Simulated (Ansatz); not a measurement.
## AlN: rigid cleavage

Computed with DFT r2SCAN, scalar-relativistic, plane waves, PAW in Ansatz 0.2.0. Cutoff 500 eV, Γ-centred 8×8×3 k-points, Gaussian smearing of 0.05 eV. No spin polarisation. Energies are free energies at this smearing, counted from the undisturbed cell; pressure is positive in compression.

The starting cell (relaxed at this level):

```xyz
8
Lattice="-3.1067 0.0000 0.0000 -1.5533 -2.6905 0.0000 0.0000 0.0000 9.9568" Properties=species:S:1:pos:R:3 pbc="T T T"
Al   -1.5533   -0.8968    6.5177
Al   -1.5533   -0.8968    1.5393
Al   -3.1067   -1.7936    9.0069
Al   -3.1067   -1.7936    4.0285
N    -1.5533   -0.8968    8.4175
N    -1.5533   -0.8968    3.4391
N    -3.1067   -1.7936    0.9499
N    -3.1067   -1.7936    5.9283
```

The cut lies on the cell's a–b face, a (0 0 1) plane (indices in the standard cell, whose axes needn't be the Cartesian ones shown) of area 8.36 Å², between layers 1.90 Å apart. Vector c is lengthened by d along the normal with the atoms' Cartesian places fixed: one unrelaxed cut a cell.

| d (Å) | energy (J/m²) |
| --- | --- |
| -0.30 | 2.00 |
| -0.15 | 0.39 |
| 0.00 | 0.00 |
| 0.25 | 0.59 |
| 0.50 | 1.73 |
| 0.75 | 2.95 |
| 1.00 | 4.08 |
| 1.50 | 5.93 |
| 2.00 | 7.14 |
| 3.00 | 8.03 |
| 4.50 | 8.23 |
| 6.00 | 8.28 |

(1) Predict the traction dE/dd (GPa) at each point.

## Answers

(1)
```
d (Å) traction dE/dd (GPa)
-0.30                -170.0
-0.15                 -57.8
 0.00                   0.0
 0.25                  39.3
 0.50                  48.8
 0.75                  47.7
 1.00                  42.9
 1.50                  30.7
 2.00                  17.9
 3.00                   3.1
 4.50                   0.5
 6.00                   0.2
```

Cost: 12 runs of about 3.7 core-minutes in all, on Arm Neoverse V1 (shared hosts).